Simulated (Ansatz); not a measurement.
Working through an equation of state with a fit of BN, space group P1

With Ansatz 0.2.0, Python API.

The cells in order, each with its output:

In [1]:
```python
import ansatz as az
import numpy as np
from pymatgen.analysis.eos import EOS
```

In [2]:
```python
params = {
    'functional': 'PBEsol',
    'occupations': 'fermi_dirac',
    'smearing_width': 0.01,
    'cutoff_ev': 500,
    'kmesh': (10, 10, 6),
}
```

In [3]:
```python
VECTORS = np.array([
    [2.508041, 0.0, 0.0],
    [-1.246711, 2.176231, 0.0],
    [-0.630665, -1.088116, 3.02254],
])
SITES = [
    ('B', (0.979643, 0.983499, 0.001806)),
    ('N', (0.668506, 0.332385, 0.984999)),
]


def crystal_on(cell):
    crystal = az.Crystal(lattice=az.Lattice.of(cell))
    for symbol, position in SITES:
        crystal = crystal.atom(symbol, position)
    return crystal

# uniform scaling of the cell
volumes, energies, pressures = [], [], []
for scale in np.linspace(0.88, 1.12, 7):
    cell = VECTORS * scale ** (1 / 3)
    calc = (
        crystal_on(cell).calculation()
        .functional(params['functional'])
        .pseudopotentials('paw')
        .occupations(params['occupations'], width=params['smearing_width'])
        .basis(params['cutoff_ev'])
        .kpoints(*params['kmesh'])
        .stress()
    )
    rep = calc.run(threads=1).report
    volumes.append(abs(np.linalg.det(cell)) / len(SITES))
    energies.append(rep['free_energy_ev'] / len(SITES))
    pressures.append(np.trace(rep['stress_gpa']) / 3)
    print(f'V = {volumes[-1]:8.4f} A^3/atom  F = {energies[-1]:.5f} eV/atom  P = {pressures[-1]:8.3f} GPa')
```
```text
V =   7.2588 A^3/atom  F = -266.68738 eV/atom  P =   44.830 GPa
V =   7.5887 A^3/atom  F = -266.76150 eV/atom  P =   27.691 GPa
V =   7.9187 A^3/atom  F = -266.80342 eV/atom  P =   13.461 GPa
V =   8.2486 A^3/atom  F = -266.81858 eV/atom  P =    1.619 GPa
V =   8.5786 A^3/atom  F = -266.81144 eV/atom  P =   -8.252 GPa
V =   8.9085 A^3/atom  F = -266.78571 eV/atom  P =  -16.484 GPa
V =   9.2385 A^3/atom  F = -266.74448 eV/atom  P =  -23.350 GPa
```

In [4]:
```python
for form in ['pourier_tarantola', 'birch_murnaghan']:
    fit = EOS(eos_name=form).fit(volumes, energies)
    print(f'{form:18s} V0 {fit.v0:8.4f} A^3/atom  B0 {fit.b0_GPa:7.1f} GPa  B1 {fit.b1:5.2f}')
```
```text
pourier_tarantola  V0   8.2986 A^3/atom  B0   264.5 GPa  B1  3.59
birch_murnaghan    V0   8.2988 A^3/atom  B0   264.0 GPa  B1  3.57
```

A third-order Birch-Murnaghan fit through the 7 points has its minimum at 8.30 Å³ an atom, 0.6 % above the typed cell, with a bulk modulus of 264 GPa and dB/dP = 3.6. From that minimum the energy rises by 131.4 meV an atom on the compressed side and 74.3 meV on the expanded side.

Notes:
- Total energies depend on the potentials; only differences at equal settings carry meaning.
- Shape and fractional positions are held along the curve, so the bulk modulus is an upper value where they are free to relax, by a factor of two or more in layered or hydrogen-bonded cells.
- Pressure is positive in compression.
- The structure comes from a database of computed cells and needn't be a stable or known phase.
- Timing: 34 s on 1 thread of Arm Neoverse V2, with other jobs on the host, peak memory 0.51 GiB.
